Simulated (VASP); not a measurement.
Write the native input for VASP 6.6.1 that does the following.

```yaml
Task: Wannier functions by SCDM
Functional: PBE
Potentials_or_basis: VASP PAW PBE potentials, release 64 (Pt, Se)
Cutoff: 520 eV
k_mesh: 4 × 4 × 3
Occupations: gaussian, width 0.02 eV
Spin: no spin polarisation
Further_INCAR_settings: ALGO = Normal; EDIFF = 1e-07; ISYM = -1
```

PtSe2 (Sudovikovite):

```
Pt Se
1.0
     3.72400    0.00000    0.00000
    -1.86200    3.22508    0.00000
     0.00000    0.00000    5.06200
Pt Se
1 2
Direct
  0.00000 0.00000 0.00000
  0.66667 0.33333 0.75000
  0.33333 0.66667 0.25000
```

The input as run:

POSCAR

```
PtSe2
1.0
    3.7240000000      0.0000000000      0.0000000000
   -1.8620000000      3.2250786037      0.0000000000
    0.0000000000      0.0000000000      5.0620000000
Pt Se
1 2
Direct
    0.0000000000      0.0000000000      0.0000000000
    0.6666666667      0.3333333333      0.7500000000
    0.3333333333      0.6666666667      0.2500000000
```

INCAR.step1

```
  ALGO = Normal
  EDIFF = 1E-7
  ENCUT = 520
  GGA = PE
  ISIF = 2
  ISMEAR = 0
  LASPH = True
  LCHARG = True
  LREAL = False
  LWAVE = True
  NELM = 60
  PREC = Accurate
  SIGMA = 0.02
```

INCAR.step2

```
  ALGO = Normal
  EDIFF = 1E-7
  ENCUT = 520
  GGA = PE
  ICHARG = 11
  ISIF = 2
  ISMEAR = 0
  ISTART = 1
  ISYM = -1
  LASPH = True
  LCHARG = False
  LREAL = False
  LSCDM = True
  LWAVE = False
  NELM = 60
  NUM_WANN = 11
  PREC = Accurate
  SIGMA = 0.02
```

KPOINTS

```
k-points
0
Gamma
  4 4 3
```

KPOINTS_OPT

```
path GMKGALHA,LM,KH
12
line-mode
reciprocal
 0.0000000000  0.0000000000  0.0000000000  G
 0.5000000000  0.0000000000  0.0000000000  M

 0.5000000000  0.0000000000  0.0000000000  M
 0.3333333333  0.3333333333  0.0000000000  K

 0.3333333333  0.3333333333  0.0000000000  K
 0.0000000000  0.0000000000  0.0000000000  G

 0.0000000000  0.0000000000  0.0000000000  G
 0.0000000000  0.0000000000  0.5000000000  A

 0.0000000000  0.0000000000  0.5000000000  A
 0.5000000000  0.0000000000  0.5000000000  L

 0.5000000000  0.0000000000  0.5000000000  L
 0.3333333333  0.3333333333  0.5000000000  H

 0.3333333333  0.3333333333  0.5000000000  H
 0.0000000000  0.0000000000  0.5000000000  A

 0.5000000000  0.0000000000  0.5000000000  L
 0.5000000000  0.0000000000  0.0000000000  M

 0.3333333333  0.3333333333  0.0000000000  K
 0.3333333333  0.3333333333  0.5000000000  H
```

KPOINTS_WAN

```
path GMKGALHA,LM,KH
12
line-mode
reciprocal
 0.0000000000  0.0000000000  0.0000000000  G
 0.5000000000  0.0000000000  0.0000000000  M

 0.5000000000  0.0000000000  0.0000000000  M
 0.3333333333  0.3333333333  0.0000000000  K

 0.3333333333  0.3333333333  0.0000000000  K
 0.0000000000  0.0000000000  0.0000000000  G

 0.0000000000  0.0000000000  0.0000000000  G
 0.0000000000  0.0000000000  0.5000000000  A

 0.0000000000  0.0000000000  0.5000000000  A
 0.5000000000  0.0000000000  0.5000000000  L

 0.5000000000  0.0000000000  0.5000000000  L
 0.3333333333  0.3333333333  0.5000000000  H

 0.3333333333  0.3333333333  0.5000000000  H
 0.0000000000  0.0000000000  0.5000000000  A

 0.5000000000  0.0000000000  0.5000000000  L
 0.5000000000  0.0000000000  0.0000000000  M

 0.3333333333  0.3333333333  0.0000000000  K
 0.3333333333  0.3333333333  0.5000000000  H
```

Potentials or basis: VASP PAW PBE potentials, release 64 (Pt, Se).

Run with:

```bash
$ cat potpaw_PBE.64/Pt/POTCAR potpaw_PBE.64/Se/POTCAR > POTCAR
$ cp INCAR.step1 INCAR
$ mpirun -np 1 vasp_std > vasp.out
$ cp INCAR.step2 INCAR
$ mpirun -np 1 vasp_std > vasp.out
```

It gave:

```yaml
Band_gap_along_the_path: none (metal or under the smearing width)
```

Caveat: the k mesh is coarse (spacing up to 0.49 Å⁻¹), so the values aren't converged; spin-orbit coupling is left out, which moves the levels of the heavy elements.

Wall time 71 s on 1 thread of Intel(R) Xeon(R) Platinum 8488C (Sapphire Rapids), with other jobs on the host, peak memory 0.22 GiB.
